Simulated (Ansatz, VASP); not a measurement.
**Two plane-wave programs on AlN**

```
CELL_PARAMETERS angstrom
0.00000 2.20653 2.20653
2.20653 0.00000 2.20653
2.20653 2.20653 0.00000
ATOMIC_POSITIONS crystal
Al 0.00000 0.00000 0.00000
N 0.75000 0.75000 0.75000
```

Alike in both runs: task single point; functional r2SCAN; k mesh 10 × 10 × 10; occupations gaussian, width 0.02 eV; no spin polarisation.

|  | VASP | Ansatz |
| --- | --- | --- |
| version | VASP 6.6.1 | Ansatz 0.2.0 |
| potentials or method | VASP PAW PBE potentials, release 64 (Al, N) | scalar-relativistic, plane waves, PAW |
| plane-wave cutoff (eV) | 520 | 500 |
| valence electrons in the cell | 8 | 8 |

VASP gave:

| Property | Result |
| --- | --- |
| gap on the k mesh at the Fermi level (eV) | 3.91 |
| least direct gap on the mesh (eV) | 4.61 |
| pressure (GPa) | -6.3 |

Question: What did Ansatz give for the same quantities?

Answer: gap on the k mesh at the Fermi level (eV): 3.92; least direct gap on the mesh (eV): 4.57; pressure (GPa): -5.9.

Caveats: the PAW data sets were made with another functional, which shifts forces and pressure a little (VASP). A k mesh can miss the band edges. r2SCAN opens gaps a little over a GGA but as a rule still falls short of measured ones.
